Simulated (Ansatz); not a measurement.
# All-electron card of AgI

```
CELL_PARAMETERS angstrom
4.58000 0.00000 0.00000
-2.29000 3.96640 0.00000
0.00000 0.00000 7.51000
ATOMIC_POSITIONS crystal
Ag 0.33333 0.66667 0.00000
Ag 0.66667 0.33333 0.50000
I 0.33333 0.66667 0.37500
I 0.66667 0.33333 0.87500
```

Atom numbers follow the list: Ag1, Ag2, I3, I4.

The cell is COD entry 1011050, as deposited and not checked against the literature; nothing was relaxed. It is an old determination, and later ones may differ.

Spin–orbit coupling is left out, though it moves levels of the heavy atoms by tenths of an eV or more.

Levels of theory: DFT, LDA, all-electron LAPW, scalar-relativistic (Ansatz 0.2.0); DFT, LDA, PAW with Ansatz's default frozen-core files, scalar-relativistic (Ansatz 0.2.0); DFT, LDA, all-electron PAW with datasets made for the crystal, scalar-relativistic (Ansatz 0.2.0).

For LAPW: a Γ-centred 8×8×4 k mesh, Fermi–Dirac smearing of 0.01 eV, basis error target 0.5 meV/atom, no spin polarisation. PAW takes a cutoff of 420 eV at this cell (files made with PBE, cores remade for this functional). The crystal-made all-electron datasets (AE datasets) take a cutoff of 240 eV at this cell. The Ansatz runs share mesh, smearing and spin set-up. Values come from LAPW unless marked.

Spin–orbit coupling is left out, which moves gradients at and beside heavy atoms by some per cent and at worst by a factor of two.

```
Pressure at this cell                                                                                                  : -2.24 GPa
Band gap                                                                                                               : 1.08 eV, direct at Γ
Stress xx, yy, zz (compression positive)                                                                               : -2.18, -2.18, -2.35 GPa
Largest force                                                                                                          : 0.008 eV/Å on I3
Löwdin charges (with 0.28 e of the cell spilling out of the atomic basis, so their sizes and signs hang on that basis) : Ag1 0.45, I3 -0.31 e
Bader charges (from the PAW run)                                                                                       : Ag1 +0.21, I3 -0.21 e
Field gradients Vzz (crystal-made datasets)                                                                            : Ag1 0.15 (η = 0.00), I3 0.39 (η = 0.00) in 10²¹ V/m²
Volume per atom                                                                                                        : 34.11 Å³
```
